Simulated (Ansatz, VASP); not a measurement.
## KCl: VASP beside Ansatz

File INCAR:

```
PREC     = Accurate       # precision mode
ENCUT    = 520            # plane-wave cutoff, eV
EDIFF    = 1E-8           # SCF threshold, eV
ISMEAR   = -1             # smearing method
SIGMA    = 0.02           # smearing width, eV
LREAL    = F              # projectors in reciprocal space
LASPH    = T              # aspherical terms in the spheres
NELM     = 60             # most SCF steps
ALGO     = Normal         # electronic algorithm
ISIF     = 2              # what is computed and relaxed
LWAVE    = F              # write WAVECAR
LCHARG   = F              # write CHGCAR
GGA      = PE             # functional
LEFG     = T            
NBANDS   = 15             # bands
```

The input KPOINTS:

```
Automatic mesh
0
Gamma
  7 7 7
```

POSCAR

```
KCl
1.0
    3.7066800000      0.0000000000      0.0000000000
    0.0000000000      3.7066800000      0.0000000000
    0.0000000000      0.0000000000      3.6340000000
K Cl
1 1
Direct
    0.0000000000      0.0000000000      0.0000000000
    0.5000000000      0.5000000000      0.5000000000
```

Input for Ansatz:

```yaml
crystal:
  lattice:
    - [3.70668, 0.0, 0.0]
    - [0.0, 3.70668, 0.0]
    - [0.0, 0.0, 3.634]
  atoms:
    - { symbol: K, position: [0.0, 0.0, 0.0] }
    - { symbol: Cl, position: [0.5, 0.5, 0.5] }
kpoints:
  mp_grid: { grid: [7, 7, 7] }
scf:
  occupations: { method: fermi_dirac, width: 0.02 }
hamiltonian:
  xc: pbe
  pseudopotentials: { kind: all_electron, datasets: crystal }
output:
  forces: true
  stress: true
  eigenvalues: true
  efg: { contact_densities: true }
```

Change from the starting cell: equal xx and yy strain of +2 %, crystal datasets.

Alike in both runs: task electric field gradients; functional PBE; k mesh 7 × 7 × 7; occupations fermi-dirac, width 0.02 eV; no spin polarisation.

|  | VASP | Ansatz |
| --- | --- | --- |
| version | VASP 6.6.1 | Ansatz 0.2.0 |
| potentials or method | VASP PAW PBE potentials, release 64 (K_sv, Cl) | all-electron PAW with datasets made for the crystal, scalar-relativistic |
| plane-wave cutoff (eV) | 520 | see its input |

```csv
,VASP,Ansatz,Ansatz less VASP
gap on the k mesh at the Fermi level (eV),5.32,5.32,+0.002
pressure (GPa),3.1,3.1,-0.05
largest component of the traceless stress (GPa),0.66,0.66,+0.003
Vzz of the field gradient on the site that differs most (V/Å²),-5.1,-5.2,-0.13
```

Ansatz ran all-electron here, so the differences hold the error of VASP's frozen core and of both bases.

Caveats: an odd mesh through Γ misses points on the zone boundary, where band edges often lie.
